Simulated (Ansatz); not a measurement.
Wanted: the native input for an Ansatz 0.2.0 run.

```
Task                : relaxation of cell and atoms
Functional          : PBEsol
Potentials or basis : all-electron LAPW, scalar-relativistic
Basis error allowed : 0.001 eV/atom
k mesh              : 10 × 10 × 10
Occupations         : fermi-dirac, width 0.05 eV
Spin                : no spin polarisation
Target pressure     : 10 GPa
```

The system is GaN.

```
CELL_PARAMETERS angstrom
0.00000 2.25350 2.25350
2.25350 0.00000 2.25350
2.25350 2.25350 0.00000
ATOMIC_POSITIONS crystal
Ga 0.00000 0.00000 0.00000
N 0.25000 0.25000 0.25000
```

The cell is a database's computed one.

The input as run:

input.yaml

```yaml
crystal:
  lattice:
    - [0.0, 2.2535006075, 2.2535006075]
    - [2.2535006075, 0.0, 2.2535006075]
    - [2.2535006075, 2.2535006075, 0.0]
  atoms:
    - { symbol: Ga, position: [0.0, 0.0, 0.0] }
    - { symbol: "N", position: [0.25, 0.25, 0.25] }
kpoints:
  mp_grid: { grid: [10, 10, 10] }
scf:
  occupations: { method: fermi_dirac, width: 0.05 }
hamiltonian:
  xc: pbesol
  pseudopotentials: { kind: all_electron, lapw: { basis_error: 0.001 } }
output:
  forces: true
  stress: true
relax:
  f_tol: 0.02
  max_steps: 60
  cell: { p_target: 10 }
```

Potentials or basis: all-electron LAPW, scalar-relativistic.

The run is started by

```console
$ ansatz run input.yaml --threads 1 --pin off --max-ram 3072MiB --backend cpu --events-out ev --progress --plain --runs-dir out
```

Results of the run:

| Item | Value |
| --- | --- |
| Relaxed volume | 10.84 Å³/atom |
| Relaxed cell | a = 3.130 Å, b = 3.130 Å, c = 3.130 Å, α = 60.00°, β = 60.00°, γ = 60.00° |
| Space group after relaxing (to 0.05 Å) | F-43m (No. 216) |
| Energy change on relaxing (the enthalpy is what falls) | +15.6 meV/atom |
| Ionic steps | 5 |
| Pressure after relaxing | 10.0 GPa |
| Band gap on the k mesh | 2.02 eV |

It took 53 s on 1 thread of Arm Neoverse V1 (shared host), peak memory 0.31 GiB.
